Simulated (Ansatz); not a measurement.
Runs of Ansatz 0.2.0 on Hf. The structure is cubic, space group Fm-3m (No. 225). Conventional cell: a = 4.440 Å, b = 4.440 Å, c = 4.440 Å, α = 90.00°, β = 90.00°, γ = 90.00°. Around Hf (site symmetry m-3m) lie 12 Hf at 3.14 Å. This isn't the form of Hf at room conditions, which is hcp.

```tsv
level	cutoff (eV)	gap on the mesh (eV)	pressure (GPa)	relaxed volume (Å³/atom)
BLYP	420	none	0.0	23.10
LDA	420	none	0.0	(a)
PBE	420	none	0.0	22.52
RPBE	420	none	0.0	(b)
r2SCAN	500	none	0.0	22.43
revPBE	420	none	0.0	23.00
PBEsol	420	none	0.0	21.55
```

Alike in all rows: task relaxation of cell and atoms; potentials or basis Ansatz PAW; no spin polarisation; cell relaxed; k mesh 10 × 10 × 10; smearing fermi-dirac 0.05 eV.

Estimate the missing entries.

(a) 20.76; (b) 23.19.

Caveats: the plane-wave basis is chosen anew once the cell has moved, so the energies of steps on either side of that aren't comparable; the PAW data sets come from PBE, with cores solved anew for the run's functional, which leaves a small shift of forces and pressure (some runs).

A k mesh can miss the band edges, and the runs leave out spin-orbit coupling on Hf.

A gap of «none» marks a metal or a gap under the smearing width.
